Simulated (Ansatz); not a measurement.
# Al4P and its competing phases

Level of theory: DFT PBE, scalar-relativistic, plane waves, PAW in Ansatz 0.2.0. All cells share a 420 eV cutoff and Γ-centred k meshes spaced at most about 0.3 Å⁻¹ (about 0.25 or finer for metals, 2π included). No spin polarisation.

Energies over the elements count from the elements' standard structures at the same level, with no fitted energy shifts. The references include black phosphorus.

All energies are static (0 K, no zero-point motion). The reference form of P is held partly by dispersion forces, which this level lacks.

The competitors are the elements and 1 reference phase of this chemical system (from databases or known types: AlP), relaxed at the same level; other known phases may be missing.

The candidate was reached from: GeF4 type (I-43m), changed on relaxing.

Space group Im-3m (No. 229). a = 5.788 Å, b = 5.788 Å, c = 5.788 Å, α = 90.00°, β = 90.00°, γ = 90.00°
```json
{"atom": "Al", "site": "8c", "symmetry": ".-3m", "x": "0.2500", "y": "0.7500", "z": "0.2500"}
{"atom": "P", "site": "2a", "symmetry": "m-3m", "x": "0.0000", "y": "0.0000", "z": "0.0000"}
```

The lowest competing mixture at this composition:

| phase | space group | source | share of atoms | ΔE_f (eV/atom) |
| --- | --- | --- | --- | --- |
| Al | - | element | 0.6000 | 0.000 |
| AlP | F-43m (No. 216) | Materials Project | 0.4000 | -0.633 |

Question: What are the hull's energy here, the candidate's formation energy and its margin?

Answer: The hull lies at -0.253 eV/atom, the weighted sum of the last column. The candidate has 0.284 eV/atom, which is 0.54 eV/atom above it. The candidate matches no cell in the subsets of the Crystallography Open Database and the Materials Project at hand. A phase this far over the hull is unlikely to be made.
